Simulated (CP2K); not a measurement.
Runs of CP2K 2026.2 on Al2Au. It takes space group Fm-3m (No. 225, cubic). Conventional cell: a = 6.000 Å, b = 6.000 Å, c = 6.000 Å, α = 90.00°, β = 90.00°, γ = 90.00°. Au (site symmetry m-3m) has 8 Al at 2.60 Å as nearest neighbours. Around Al (site symmetry -43m) lie 4 Au at 2.60 Å. 

```tsv
task	level	potentials or basis	cell	smearing	EPS_DEFAULT	gap on the mesh (eV)	pressure (GPa)	V0 of scaled cells (Å³/atom)	B0 (GPa)
single point	PBEsol	POTENTIAL_UZH Au GTH-PBE-q11, Al GTH-PBE-q3; TZVP-MOLOPT-PBE-GTH basis	as given	fermi-dirac 0.05 eV	1.0E-10	none	2.9	-	-
equation of state	LDA	GTH_POTENTIALS Au GTH-PADE-q11, Al GTH-PADE-q3; TZVP-MOLOPT-PBE-GTH basis	as given	fermi-dirac 0.1 eV	1.0E-9	-	-	17.67	(a)
single point	PBEsol	POTENTIAL_UZH Au GTH-PBE-q11, Al GTH-PBE-q3; TZVP-MOLOPT-PBE-GTH basis	atoms moved at random, drawn with an rms of 0.05 Å	fermi-dirac 0.05 eV	1.0E-10	none	3.1	-	-
equation of state	PBEsol	POTENTIAL_UZH Au GTH-PBE-q11, Al GTH-PBE-q3; TZVP-MOLOPT-PBE-GTH basis	as given	fermi-dirac 0.05 eV	1.0E-10	-	-	18.47	(b)
```

Alike in all rows: no spin polarisation; k mesh 8 × 8 × 8.

Problem. Estimate the missing entries.

Solution. (a) 116; (b) 107.

Caveats: with these potentials and basis sets, volumes of gold and of layered tellurides can stand 1.5 % and more from those of plane-wave programs; the basis of atomic orbitals isn't converged, which shifts pressures, moduli and gaps; the potentials were made for another functional, which shifts forces and pressure (some runs).

A k mesh can miss the band edges, and the runs leave out spin-orbit coupling on Au.

A gap of «none» marks a metal or a gap under the smearing width.
